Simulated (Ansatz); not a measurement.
Input and command of a calculation in Ansatz (plane waves; scalar-relativistic PAW potentials unless the input names others):

```yaml
crystal:
  lattice:
    - [4.3407704104, 0.0, 0.0]
    - [0.0, 4.3407704104, 0.0]
    - [0.0, 0.0, 3.6977388148]
  atoms:
    - { symbol: Ba, position: [0.0, 0.0, 0.0] }
    - { symbol: Ti, position: [0.5, 0.5, 0.5] }
    - { symbol: O, position: [0.5, 0.5, 0.0] }
    - { symbol: O, position: [0.5, 0.0, 0.5] }
    - { symbol: O, position: [0.0, 0.5, 0.5] }
basis:
  ecutwfc: 420
kpoints:
  mp_grid: { grid: [8, 8, 8] }
hamiltonian:
  xc: pbe
scf:
  occupations: { method: cold, width: 0.025 }
  mixing: { preconditioner: kerker }
  initial_density: { chi_scale: 0.0 }
output:
  forces: true
  eigenvalues: true
  stress: true
```

```bash
ansatz run input.yaml --threads 2 --pin off --max-ram 5120MiB --backend cpu --events-out ev --progress --plain --runs-dir out
```

Abridged log:
```
Pseudopotentials: kind: paw
Pseudopotential: Ba, paw, valence charge 10, recommended cutoff 420 eV (normal)
Pseudopotential: Ti, paw, valence charge 12, recommended cutoff 420 eV (normal)
Pseudopotential: O, paw, valence charge 6, recommended cutoff 420 eV (normal)
Functional definition: PBE
Crystal: 5 atoms, lattice volume = 69.674 Å³
Basis set: ecut = 420 eV, 1373 PW (Γ), exchange–correlation on 60×60×50 points (8 copies of the dense FFT grid, shifted against one another)
Bands: 25, of which v1, the nominal top of the filled ones, is band 20 counted from 1 (19 counted from 0)
Symmetry: 16 space group operations
Space group: P4/mmm (ITA 123), of the structure as read, at distance tolerance 4.1e-5 Å
k-points: 75 of 512
Initial density: superposition of atomic densities (chi_scale 0, normalization cell)
Initial wavefunctions: pseudopotential atomic-orbital guess
Functional: x = pbe(κ = 0.804, μ = 0.21951497), c = pbe(β = 0.06672455)
SCF iter   1: F=—  HF=-10165.393477 eV  |F-HF|=—  |Δ(HF+E_count)|=         —  Δρ=1.83e-1  dr2=2.68e1  ethr=3.10e-3  ⟨swp⟩=6.3  Hψ=8730  notcnv=0
SCF iter   2: F=—  HF=-10159.000761 eV  |F-HF|=—  |Δ(HF+E_count)|=    6.39e0  S|Δr|=    0.00e0  Δρ=6.05e-2  dr2=9.71e-1  ethr=3.10e-3  ⟨swp⟩=3.8  Hψ=5285  notcnv=0  defer=75
SCF iter   3: F=—  HF=-10158.870286 eV  |F-HF|=—  |Δ(HF+E_count)|=   1.30e-1  S|Δr|=    0.00e0  Δρ=2.88e-2  dr2=4.71e-1  ethr=2.43e-3  ⟨swp⟩=2.8  Hψ=3792  notcnv=0  defer=75
SCF iter   4: F=—  HF=-10158.852217 eV  |F-HF|=—  |Δ(HF+E_count)|=   1.81e-2  S|Δr|=    0.00e0  Δρ=1.69e-2  dr2=2.26e-1  ethr=1.18e-3  ⟨swp⟩=2.5  Hψ=3463  notcnv=0  defer=75
SCF iter   5: F=—  HF=-10158.839607 eV  |F-HF|=—  |Δ(HF+E_count)|=   1.26e-2  S|Δr|=    0.00e0  Δρ=1.23e-2  dr2=1.46e-1  ethr=5.64e-4  ⟨swp⟩=2.1  Hψ=2196  notcnv=0  defer=75
SCF iter   6: F=—  HF=-10158.819541 eV  |F-HF|=—  |Δ(HF+E_count)|=   2.01e-2  S|Δr|=    0.00e0  Δρ=4.56e-3  dr2=1.90e-2  ethr=3.66e-4  ⟨swp⟩=2.7  Hψ=2906  notcnv=0
automatic band count: iteration 6 solves 24 bands in place of 25: the levels show a gap, and the empty bands left out lie too high to hold charge; the band table lists the bands solved (type scf.n_extra_bands for more)
SCF iter   7: F=—  HF=-10158.816871 eV  |F-HF|=—  |Δ(HF+E_count)|=   2.67e-3  S|Δr|=    0.00e0  Δρ=1.56e-3  dr2=2.02e-3  ethr=4.75e-5  ⟨swp⟩=2.0  Hψ=3099  notcnv=0
SCF iter   8: F=—  HF=-10158.816541 eV  |F-HF|=—  |Δ(HF+E_count)|=   3.30e-4  S|Δr|=    0.00e0  Δρ=6.80e-4  dr2=2.72e-4  ethr=5.04e-6  ⟨swp⟩=2.0  Hψ=3399  notcnv=0
SCF iter   9: F=—  HF=-10158.816485 eV  |F-HF|=—  |Δ(HF+E_count)|=   5.58e-5  S|Δr|=    0.00e0  Δρ=1.27e-4  dr2=1.32e-5  ethr=6.79e-7  ⟨swp⟩=2.0  Hψ=2635  notcnv=0
SCF iter  10: F=—  HF=-10158.816403 eV  |F-HF|=—  |Δ(HF+E_count)|=   8.20e-5  S|Δr|=    0.00e0  Δρ=2.68e-5  dr2=3.50e-7  ethr=3.31e-8  ⟨swp⟩=2.0  Hψ=3196  notcnv=0
SCF iter  11: F=-10158.816403 eV  HF=-10158.816404 eV  |F-HF|=3.82e-8  |Δ(HF+E_count)|=   1.88e-7  S|Δr|=    0.00e0  Δρ=8.59e-6  dr2=5.78e-8  ethr=2.50e-10  ⟨swp⟩=6.3  Hψ=8782  notcnv=0
SCF 1 converged in 11 iterations: F = -10158.816403 eV  dr2 = 5.78e-8
SCF converged after 11 iterations
Stability not checked: this state was not tested for a lower state beside it, because cold or Methfessel-Paxton smearing, or corrected tetrahedra, fill the levels in a way that the test cannot read (fill_not_monotonic; see scf.lower_state_search)
Free energy (F): -10158.816403 eV
Harris-Foulkes:  -10158.816404 eV  (|F-HF|=3.82e-8)
Internal energy: -10158.816403 eV  (E = F + TS)
E sigma→0 (E₀):  -10158.816403 eV
Fermi energy:    10.001487 eV
Step filling:    the computed levels leave a gap of 1.3905 eV = 55.6 smearing widths at the electron count; against every level under it full and every level over it empty, smearing changes F+E_penalty+E_count by +0.00e0 meV and its σ→0 estimate by +0.00e0 meV
--- Forces (eV/Å), atoms counted from 1 ---
  atom   1  Ba     0.00000000     0.00000000     0.00000000
  atom   2  Ti     0.00000000     0.00000000     0.00000000
  atom   3  O      0.00000000     0.00000000     0.00000000
  atom   4  O      0.00000000     0.00000000     0.00000000
  atom   5  O      0.00000000     0.00000000     0.00000000
--- Stress (GPa, compression-positive) ---
      -14.527938       0.000000       0.000000
        0.000000     -14.527938       0.000000
        0.000000       0.000000      14.939389
  P = ⅓ Tr σ = -4.7055 GPa (-47.055 kbar)
```

Apart from outputs and empty bands, the input differs from a reference run on usual settings in scf.occupations.method: "gaussian" → "cold"; scf.occupations.width: 0.05 → 0.025; scf.mixing.preconditioner: not typed → "kerker"; scf.initial_density.chi_scale: not typed → 0.0. The reference, at the same geometry (not necessarily relaxed), gave pressure -4.71 GPa, largest force 0.000 eV/Å, gap on the mesh 1.39 eV. This run converged in 11 SCF iterations (reference: 6) with an energy at zero smearing within 0.01 meV/atom of the reference's, pressure -4.71 GPa, largest force 0.000 eV/Å, gap on the mesh 1.39 eV.

The run took 5.5 s on 2 threads of Intel(R) Xeon(R) Platinum 8259CL CPU @ 2.50GHz (Skylake/Cascade Lake), on a shared host, peak memory 0.46 GiB.